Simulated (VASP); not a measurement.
# Sb (P6_3/mmc) in VASP: a series of runs

The runs below take Sb through single point, relaxation of cell and atoms, with PBE, PBEsol.

Program: VASP 6.6.1. These are calculated values, not measurements. Logs are shortened: lines on timing, memory, paths and dates and some standing lists are left out, and cuts for length are marked.

## 1. The structure

It takes space group P6_3/mmc (No. 194, hexagonal). The conventional cell has a = 3.355 Å, b = 3.355 Å, c = 5.470 Å, α = 90.00°, β = 90.00°, γ = 120.00°. Around Sb (site symmetry -6m2) lie 12 Sb at 3.35 Å.

This isn't the form of Sb at room conditions, which is rhombohedral.

## 2. Single point, PBE

File INCAR:

```
  ALGO = Normal
  EDIFF = 1E-7
  ENCUT = 450
  GGA = PE
  ISIF = 2
  ISMEAR = 0
  LASPH = T
  LCHARG = F
  LREAL = F
  LWAVE = F
  NBANDS = 22
  NELM = 100
  PREC = Accurate
  SIGMA = 0.02
```

File KPOINTS:

```
k-points
0
Gamma
  4 4 3
```

File POSCAR:

```
Sb
1.0
    3.3545324186      0.0000000000      0.0000000000
   -1.6772662093      2.9051102923      0.0000000000
    0.0000000000      0.0000000000      5.4701606500
Sb
2
Direct
    0.6666666667      0.3333333333      0.7500000000
    0.3333333333      0.6666666667      0.2500000000
```

Potentials or basis: VASP PAW PBE potentials, release 64 (Sb_d_GW).

Started as:

```sh
> cat potpaw_PBE.64/Sb_d_GW/POTCAR > POTCAR
> mpirun -np 1 vasp_std > vasp.out
```

OUTCAR:

```text
EDIFF = 1E-7
   ENCUT = 450
   GGA = PE
   ISIF = 2
   ISMEAR = 0
   LASPH = T
   LREAL = F
   NELM = 100
   PREC = Accurate

 ion  position               nearest neighbor table
   1  0.667  0.333  0.750-   2 3.35   2 3.35   2 3.35   2 3.35   2 3.35   2 3.35
   2  0.333  0.667  0.250-   1 3.35   1 3.35   1 3.35   1 3.35   1 3.35   1 3.35

  LATTYP: Found a hexagonal cell.
 ALAT       =     3.3545324186
 C/A-ratio  =     1.6306775334

  Lattice vectors:

 A1 = (   3.3545324186,   0.0000000000,   0.0000000000)
 A2 = (  -1.6772662093,   2.9051102923,   0.0000000000)
 A3 = (   0.0000000000,   0.0000000000,   5.4701606500)

Analysis of symmetry for initial positions (statically):
=====================================================================
 Subroutine PRICEL returns:
 Original cell was already a primitive cell.

 Routine SETGRP: Setting up the symmetry group for a
 hexagonal supercell.

 Subroutine GETGRP returns: Found 24 space group operations
 (whereof 12 operations were pure point group operations)
 out of a pool of 24 trial point group operations.

The static configuration has the point symmetry D_3d.
 The point group associated with its full space group is D_6h.

Analysis of symmetry for dynamics (positions and initial velocities):
=====================================================================
 Subroutine PRICEL returns:
 Original cell was already a primitive cell.

 Routine SETGRP: Setting up the symmetry group for a
 hexagonal supercell.

 Subroutine GETGRP returns: Found 24 space group operations
 (whereof 12 operations were pure point group operations)
 out of a pool of 24 trial point group operations.

The dynamic configuration has the point symmetry D_3d.
 The point group associated with its full space group is D_6h.

 Subroutine INISYM returns: Found 24 space group operations
 (whereof 12 operations are pure point group operations),
 and found     1 'primitive' translations

----------------------------------------------------------------------------------------

                                     Primitive cell

  volume of cell :      53.3083

  direct lattice vectors                    reciprocal lattice vectors
     3.354532419  0.000000000  0.000000000     0.298104139  0.172110505  0.000000000
    -1.677266209  2.905110292  0.000000000     0.000000000  0.344221010  0.000000000
     0.000000000  0.000000000  5.470160650     0.000000000  0.000000000  0.182809987

  length of vectors
     3.354532419  3.354532419  5.470160650     0.344221010  0.344221010  0.182809987

  position of ions in fractional coordinates (direct lattice)
     0.666666667  0.333333333  0.750000000
     0.333333333  0.666666667  0.250000000

  ion indices of the primitive-cell ions
   primitive index   ion index
                 1           1
                 2           2

----------------------------------------------------------------------------------------

 KPOINTS: k-points

Automatic generation of k-mesh.
 Grid dimensions read from file:
 generate k-points for:    4    4    3

 Generating k-lattice:

  Cartesian coordinates                     Fractional coordinates (reciprocal lattice)
     0.074526035  0.043027626  0.000000000     0.250000000  0.000000000  0.000000000
     0.000000000  0.086055253  0.000000000     0.000000000  0.250000000  0.000000000
     0.000000000  0.000000000  0.060936662     0.000000000  0.000000000  0.333333333

  Length of vectors
     0.086055253  0.086055253  0.060936662

  Shift w.r.t. Gamma in fractional coordinates (k-lattice)
     0.000000000  0.000000000  0.000000000

 Subroutine IBZKPT returns following result:
 ===========================================

 Found      8 irreducible k-points:

 Following reciprocal coordinates:
            Coordinates               Weight
  0.000000  0.000000  0.000000      1.000000
  0.250000  0.000000  0.000000      6.000000
  0.500000  0.000000  0.000000      3.000000
  0.250000  0.250000  0.000000      6.000000
  0.000000  0.000000  0.333333      2.000000
  0.250000  0.000000  0.333333     12.000000
  0.500000  0.000000  0.333333      6.000000
  0.250000  0.250000  0.333333     12.000000
   k-points           NKPTS =      8   k-points in BZ     NKDIM =      8   number of bands    NBANDS=     22
   number of dos      NEDOS =    301   number of ions     NIONS =      2
   total plane-waves  NPLWV =  23040
   dimension x,y,z NGX =    24 NGY =   24 NGZ =   40
   dimension x,y,z NGXF=    48 NGYF=   48 NGZF=   80
   ions per type =               2
   NGX,Y,Z   is equivalent  to a cutoff of  11.89, 11.89, 12.16 a.u.
   NGXF,Y,Z  is equivalent  to a cutoff of  23.79, 23.79, 24.31 a.u.
 SYSTEM =  unknown system
   PREC   = accura    normal or accurate (medium, high low for compatibility)
   ISTART =      0    job   : 0-new  1-cont  2-samecut
   ICHARG =      2    charge: 1-file 2-atom 10-const
   ISPIN  =      1    spin polarized calculation?
   LNONCOLLINEAR =      F non collinear calculations
   LSORBIT =      F    spin-orbit coupling
   LASPH  =      T    aspherical Exc in radial PAW
   ENCUT  =  450.0 eV  33.07 Ry    5.75 a.u.   5.80  5.80  9.46*2*pi/ulx,y,z
   NELM   =    100;   NELMIN=  2; NELMDL= -5     # of ELM steps
   EDIFF  = 0.1E-06   stopping-criterion for ELM
   LREAL  =      F    real-space projection
   EDIFFG = 0.1E-05   stopping-criterion for IOM
   NSW    =      0    number of steps for IOM
   IBRION =     -1    ionic relax: 0-MD 1-quasi-New 2-CG
   NFREE  =      0    steps in history (QN), initial steepest desc. (CG)
   ISIF   =      2    stress and relaxation
   ISYM   =      2    0-nonsym 1-usesym 2-fastsym
   POTIM  = 0.5000    time-step for ionic-motion
   TEBEG  =    0.0;   TEEND  =   0.0 temperature during run
   PSTRESS=    0.0 pullay stress
   NELECT =      30.0000    total number of electrons
   NUPDOWN=      -1.0000    fix difference up-down
   EMIN   =  10.00;   EMAX   =-10.00  energy-range for DOS
   EFERMI =   0.00;   METHOD = LEGACY
   ISMEAR =     0;   SIGMA  =   0.02  broadening in eV -4-tet -1-fermi 0-gaus
   EFERMI_NEDOS =   21; number of points for ismear=-14 and -15
   IALGO  =     38    algorithm
   IMIX   =      4    mixing-type and parameters
     AMIX     =   0.40;   BMIX     =  1.00
     AMIX_MAG =   1.60;   BMIX_MAG =  1.00
  volume/ion in A,a.u.               =      26.65       179.87
  Fermi-wavevector in a.u.,A,eV,Ry     =   1.351607  2.554166 24.855678  1.826841
  Thomas-Fermi vector in A             =   2.479015
   LORBIT       =      0    0 simple, 1 ext, 2 COOP (PROOUT), +10 PAW based schemes
   GGA     = PE    functional components
   LHFCALC =     F    Hartree Fock is set to
   AEXX    =    0.0000 exact exchange contribution
   IVDW    =     0    specifies the selected vdW correction
   LEPSILON=     F    determine dielectric tensor
   LRPA    =     F    only Hartree local field effects (RPA)
 non-spin polarized calculation
 Gauss-broadening in eV      SIGMA  =   0.02
  energy-cutoff  :      450.00
  volume of cell :       53.31
 maximum number of plane-waves:      1165
 NGX is ok and might be reduce to    24
   NGX = 11   NGY = 11   NGZ = 19

 number of electron      30.0000004 magnetization

 Free energy of the ion-electron system (eV)
  ---------------------------------------------------
  ext. energy  EPLUGINS =         0.00000000
  ---------------------------------------------------
  free energy    TOTEN  =        -7.82939078 eV

  energy without entropy =       -7.82939055  energy(sigma->0) =       -7.82939067

 E-fermi :   6.2465     XC(G=0): -10.6897

 val. band max:        6.1829804050   @ k =   0.2500   0.0000   0.3333
 cond. band min:       6.3056096621   @ k =   0.5000   0.0000   0.0000
 fundamental gap:      0.1226292571
 Fermi energy:         6.2464511403

 k-point     1 :       0.0000    0.0000    0.0000
  band No.  band energies     occupation
      1     -22.8648      2.00000
      2     -22.8550      2.00000
      3     -22.8288      2.00000
      4     -22.8288      2.00000
      5     -22.8039      2.00000
      6     -22.8039      2.00000
[... 14 lines left out ...]
     21      16.9235      0.00000
     22      16.9238      0.00000

 k-point     2 :       0.2500    0.0000    0.0000
  band No.  band energies     occupation
      1     -22.8569      2.00000
      2     -22.8424      2.00000
      3     -22.8408      2.00000
      4     -22.8396      2.00000
      5     -22.8013      2.00000
      6     -22.7955      2.00000
[... 14 lines left out ...]
     21      16.1338      0.00000
     22      16.8563      0.00000

 k-point     3 :       0.5000    0.0000    0.0000
  band No.  band energies     occupation
      1     -22.8655      2.00000
      2     -22.8576      2.00000
      3     -22.8493      2.00000
      4     -22.8266      2.00000
      5     -22.8121      2.00000
      6     -22.7982      2.00000
[... 14 lines left out ...]
     21      15.3793      0.00000
     22      15.9764      0.00000

 k-point     4 :       0.2500    0.2500    0.0000
  band No.  band energies     occupation
      1     -22.8648      2.00000
      2     -22.8374      2.00000
      3     -22.8329      2.00000
      4     -22.8303      2.00000
      5     -22.8124      2.00000
      6     -22.7833      2.00000
[... 14 lines left out ...]
     21      17.0763      0.00000
     22      17.9926      0.00000

 k-point     5 :       0.0000    0.0000    0.3333
  band No.  band energies     occupation
      1     -22.8620      2.00000
      2     -22.8572      2.00000
      3     -22.8262      2.00000
      4     -22.8262      2.00000
      5     -22.8117      2.00000
      6     -22.8117      2.00000
[... 14 lines left out ...]
     21      16.2505      0.00000
     22      16.3424      0.00000

 k-point     6 :       0.2500    0.0000    0.3333
  band No.  band energies     occupation
      1     -22.8599      2.00000
      2     -22.8572      2.00000
      3     -22.8258      2.00000
      4     -22.8216      2.00000
      5     -22.8128      2.00000
      6     -22.7953      2.00000
[... 14 lines left out ...]
     21      15.0272      0.00000
     22      18.7335      0.00000

 k-point     7 :       0.5000    0.0000    0.3333
  band No.  band energies     occupation
      1     -22.8684      2.00000
      2     -22.8660      2.00000
      3     -22.8306      2.00000
      4     -22.8236      2.00000
      5     -22.8218      2.00000
      6     -22.7923      2.00000
[... 14 lines left out ...]
     21      14.2420      0.00000
     22      15.0464      0.00000

 k-point     8 :       0.2500    0.2500    0.3333
  band No.  band energies     occupation
      1     -22.8586      2.00000
      2     -22.8569      2.00000
      3     -22.8391      2.00000
      4     -22.8037      2.00000
      5     -22.7984      2.00000
      6     -22.7941      2.00000
[... 14 lines left out ...]
     21      16.5133      0.00000
     22      16.9089      0.00000

------------------------ aborting loop because EDIFF is reached ----------------------------------------

  FORCE on cell =-STRESS in cart. coord.  units (eV):
  Direction    XX          YY          ZZ          XY          YZ          ZX
  --------------------------------------------------------------------------------------
  -------------------------------------------------------------------------------------
  Total        1.2972185      1.2972185     -0.5563021     -0.0000000      0.0000000      0.0000000
  in kB       38.9878268     38.9878267    -16.7196266     -0.0000000      0.0000000      0.0000000
  external PRESSURE =      20.4186756 kB  Pullay stress =       0.0000000 kB

 VOLUME and BASIS-vectors are now :
 -----------------------------------------------------------------------------
  energy-cutoff  :      450.00
  volume of cell :       53.31
      direct lattice vectors                 reciprocal lattice vectors
     3.354532419  0.000000000  0.000000000     0.298104139  0.172110505  0.000000000
    -1.677266209  2.905110292  0.000000000     0.000000000  0.344221010  0.000000000
     0.000000000  0.000000000  5.470160650     0.000000000  0.000000000  0.182809987

 POSITION                                       TOTAL-FORCE (eV/Angst)
 -----------------------------------------------------------------------------------
      1.67727      0.96837      4.10262        -0.000000      0.000000      0.000000
     -0.00000      1.93674      1.36754         0.000000     -0.000000      0.000000
 -----------------------------------------------------------------------------------
    total drift:                                0.000000     -0.000000      0.000000

  FREE ENERGIE OF THE ION-ELECTRON SYSTEM (eV)
  ---------------------------------------------------
  free  energy   TOTEN  =        -7.8293907849 eV

  energy  without entropy=       -7.8293905538  energy(sigma->0) =       -7.82939067
```

Run time: 11 s. Hardware: 1 thread of Intel Xeon Platinum 8488C (Sapphire Rapids), shared host; peak memory 0.16 GiB.

Results:

* Free energy: -7.8294 eV
* Pressure: 2.0 GPa
* Band gap on the k mesh: none (metal or under the smearing width)

Stress tensor (GPa, compression positive):
```
 3.90  0.00  0.00
 0.00  3.90  0.00
 0.00  0.00 -1.67
```

Caveat: the k mesh is coarse (spacing up to 0.54 Å⁻¹), so the values aren't converged. Spin-orbit coupling is left out, which matters for the levels of Sb.

## 3. Relaxation of cell and atoms, PBEsol

File INCAR:

```
PREC = Accurate
ENCUT = 600
EDIFF = 1E-6
ISMEAR = -1
SIGMA = 0.05
LREAL = False
LASPH = True
NELM = 80
ALGO = Normal
ISIF = 3
LWAVE = False
LCHARG = False
GGA = PS
IBRION = 2
NSW = 40
EDIFFG = -0.01
```

File KPOINTS:

```
Automatic mesh
0
Gamma
  8 8 4
```

POSCAR is that of step 2.

Potentials or basis: VASP PAW PBE potentials, release 64 (Sb).

Started as:

```sh
> cat potpaw_PBE.64/Sb/POTCAR > POTCAR
> mpirun -np 1 vasp_std > vasp.out
```

Run time: 44 s. Hardware: 1 thread of Intel Xeon Platinum 8375C at 2.90GHz (Ice Lake), shared host; peak memory 0.2 GiB.

It converged, with:

- Free energy: -8.6617 eV
- Relaxed volume: 26.16 Å³/atom
- Relaxed cell: a = 3.303 Å, b = 3.303 Å, c = 5.535 Å, α = 90.00°, β = 90.00°, γ = 120.00°
- Space group after relaxing (to 0.05 Å): P6_3/mmc (No. 194)
- Energy gained by relaxing: 5.6 meV/atom
- Ionic steps: 7
- Pressure after relaxing: 0.0 GPa
- Band gap on the k mesh: none (metal or under the smearing width)

Step by step:
```tsv
step	energy change (eV)	largest force (eV/Å)	pressure (GPa)	volume (Å³)
1	0.0000	0.0000	-1.19	53.31
2	-0.0086	0.0000	0.77	51.79
3	-0.0088	0.0000	0.53	51.96
4	-0.0111	0.0000	0.15	52.21
5	-0.0111	0.0000	0.19	52.18
6	-0.0112	0.0000	-0.08	52.39
7	-0.0112	0.0000	0.01	52.31
```

Final structure:
```xyz
2
Lattice="3.3035 0.0000 0.0000 -1.6517 2.8609 0.0000 0.0000 0.0000 5.5351" Properties=species:S:1:pos:R:3 pbc="T T T"
Sb    1.6517    0.9536    4.1513
Sb    0.0000    1.9073    1.3838
```

Levels at points of the mesh, in eV from the Fermi level:
```
           k point  band 1  band 2  band 3  band 4  band 5  band 6  band 7  band 8
(0.00, 0.00, 0.00)  -13.15   -9.48   -6.03    4.03    4.03    5.23    5.61    5.61
(0.50, 0.00, 0.00)   -9.34   -8.07   -4.52   -3.34   -2.28   -0.15    0.61    3.78
(0.00, 0.00, 0.50)  -11.94  -11.94   -1.09   -1.09    4.82    4.82    4.82    4.82
(0.50, 0.00, 0.50)   -8.47   -8.47   -5.48   -5.48    1.73    1.73    1.82    1.82
```

Caveat: the PAW data sets were made with another functional, which shifts forces and pressure a little.

## 4. Single point, PBE

File INCAR:

```
SYSTEM = Sb
ALGO = Normal ; EDIFF = 1E-6
ENCUT = 500 ; GGA = PE
ISIF = 2 ; ISMEAR = 0
LASPH = .TRUE. ; LCHARG = .FALSE.
LREAL = .FALSE. ; LWAVE = .FALSE.
NBANDS = 22 ; NELM = 100
PREC = Accurate ; SIGMA = 0.02
```

File KPOINTS:

```
k-points
0
G
  4 4 2
  0 0 0
```

POSCAR is that of step 3.

Potentials or basis: VASP PAW PBE potentials, release 64 (Sb_d_GW).

Started as:

```sh
> cat potpaw_PBE.64/Sb_d_GW/POTCAR > POTCAR
> mpirun -np 1 vasp_std > vasp.out
```

Run time: 7.4 s. Hardware: 1 thread of AMD EPYC 9R45 (Zen 5), shared host; peak memory 0.13 GiB.

It converged, with:

| Property | Result |
| --- | --- |
| Free energy | -7.8697 eV |
| Pressure | 1.6 GPa |
| Band gap on the k mesh | none (metal or under the smearing width) |

Stress tensor (GPa, compression positive):
```
 6.81  0.00  0.00
 0.00  6.81  0.00
 0.00  0.00 -8.97
```

Levels at points of the mesh, in eV from the Fermi level:
| k point | band 12 | band 13 | band 14 | band 15 | band 16 | band 17 |
| --- | --- | --- | --- | --- | --- | --- |
| (0.00, 0.00, 0.00) | -9.58 | -6.28 | 3.20 | 3.20 | 4.84 | 4.84 |
| (0.50, 0.00, 0.00) | -8.50 | -4.76 | -3.49 | -2.69 | -0.55 | -0.03 |
| (0.00, 0.00, 0.50) | -12.17 | -1.20 | -1.20 | 4.01 | 4.01 | 4.01 |
| (0.50, 0.00, 0.50) | -8.91 | -5.78 | -5.78 | 1.21 | 1.21 | 1.42 |

Caveat: the k mesh is coarse (spacing up to 0.57 Å⁻¹), so the values aren't converged. The run has no spin-orbit coupling, so splittings on Sb are missing.

(Part 1 of 2 ends here.)
